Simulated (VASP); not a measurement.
**MgS in VASP: how settings move the r2SCAN single point**

The r2SCAN single point of rocksalt MgS is repeated with altered inputs. Which of them can be trusted?

Program: VASP 6.6.1. PAW datasets, plane waves. No spin polarisation and no zero-point or thermal motion.

**1. Starting point**

The cell comes from an earlier relaxation with r2SCAN in another program.

It is cubic, Fm-3m (No. 225); a = 5.203 Å in the conventional setting, 17.61 Å³ an atom. Mg has 6 S at 2.60 Å; S has 6 Mg at 2.60 Å.

Coordinates:

```cif
data_structure
_symmetry_space_group_name_H-M 'P 1'
_symmetry_Int_Tables_number 1
_cell_length_a 3.6791
_cell_length_b 3.6791
_cell_length_c 3.6791
_cell_angle_alpha 60.000
_cell_angle_beta 60.000
_cell_angle_gamma 60.000
_cell_volume 35.21
loop_
_atom_site_label
_atom_site_type_symbol
_atom_site_fract_x
_atom_site_fract_y
_atom_site_fract_z
_atom_site_occupancy
Mg1 Mg 0.00000 0.00000 0.00000 1
S1 S 0.50000 0.50000 0.50000 1
```

**2. Baseline**

INCAR

```
ENCUT = 520.000000
SIGMA = 0.010000
EDIFF = 1.00e-07
ALGO = Normal
METAGGA = R2SCAN
PREC = Accurate
IBRION = -1
ISIF = 2
ISMEAR = 0
NBANDS = 11
NELM = 120
NSW = 0
LASPH = .TRUE.
LCHARG = .TRUE.
LELF = .TRUE.
LWAVE = .FALSE.
LREAL = .FALSE.
```

KPOINTS

```
KPOINTS created by Atomic Simulation Environment
0
Gamma
8 8 8
0 0 0
```

POSCAR

```
Mg S
 1.0000000000000000
     0.0000000000000000    2.6015179371121850    2.6015179371121850
     2.6015179371121850   -0.0000000000000000    2.6015179371121850
     2.6015179371121850    2.6015179371121850   -0.0000000000000000
 Mg  S
   1   1
Cartesian
 -0.0000000000000000 -0.0000000000000000  0.0000000000000000
  2.6015179371121850  2.6015179371121850  2.6015179371121850
```

A file KPOINTS_OPT adds named points for the levels; it doesn't enter the self-consistent loop.

Potentials: the recommended PBE PAW datasets, 8 valence electrons.

On the command line:

```console
> mpirun -np 1 vasp_std
```

**3. Altered input 1**

INCAR

```
ENCUT = 520.000000
SIGMA = 0.010000
EDIFF = 1.00e-07
ALGO = Normal
PREC = Accurate
IBRION = -1
ISIF = 2
ISMEAR = 0
NBANDS = 11
NELM = 120
NSW = 0
LASPH = .TRUE.
LCHARG = .FALSE.
LWAVE = .FALSE.
LREAL = .FALSE.
NELECT = 7
GGA = RP
ISYM = 0
```

KPOINTS

```
KPOINTS created by Atomic Simulation Environment
0
Gamma
4 4 4
0 0 0
```

POSCAR is that of step 2.

**4. Altered input 2**

INCAR

```
ENCUT = 520.000000
SIGMA = 0.010000
ALGO = Normal
METAGGA = R2SCAN
PREC = Accurate
IBRION = -1
ISIF = 2
ISMEAR = 0
NBANDS = 11
NELM = 120
NSW = 0
LASPH = .TRUE.
LCHARG = .FALSE.
LWAVE = .FALSE.
LREAL = .FALSE.
EDIFF = 1e-09
NELECT = 9
```

KPOINTS is that of step 2.

POSCAR is that of step 2.

**5. Altered input 3**

INCAR

```
ENCUT = 520.000000
SIGMA = 0.010000
EDIFF = 1.00e-07
METAGGA = R2SCAN
PREC = Accurate
IBRION = -1
ISIF = 2
ISMEAR = 0
NBANDS = 11
NELM = 120
NSW = 0
LASPH = .TRUE.
LCHARG = .FALSE.
LWAVE = .FALSE.
LREAL = .FALSE.
ALGO = Fast
```

KPOINTS is that of step 2.

POSCAR is that of step 2.

What does the calculation give? Wanted: for each run, changed; ending; energy change; pressure; electronic steps; usable.

As calculated:

| run | changed | ending | energy change (meV/atom) | pressure (GPa) | gap on the mesh (eV; negative: overlap) | electronic steps | time | usable |
| --- | --- | --- | --- | --- | --- | --- | --- | --- |
| ref. | – | converged | 0 | -0.5 | 3.43 | 14 | 41 s | yes |
| 1 | NELECT = 7, GGA = RP, ISYM = 0, mesh 4×4×4 | converged | – | -33.9 | – | 15 | 17 s | no |
| 2 | EDIFF = 1e-09, NELECT = 9 | converged | – | 48.4 | – | 19 | 56 s | no |
| 3 | ALGO = Fast | converged | 0.0 | -0.4 | 3.43 | 15 | 56 s | yes |

**Reading.** Of 3 altered inputs, 2 ended normally on a faulty or unsound input, 1 gave usable results.
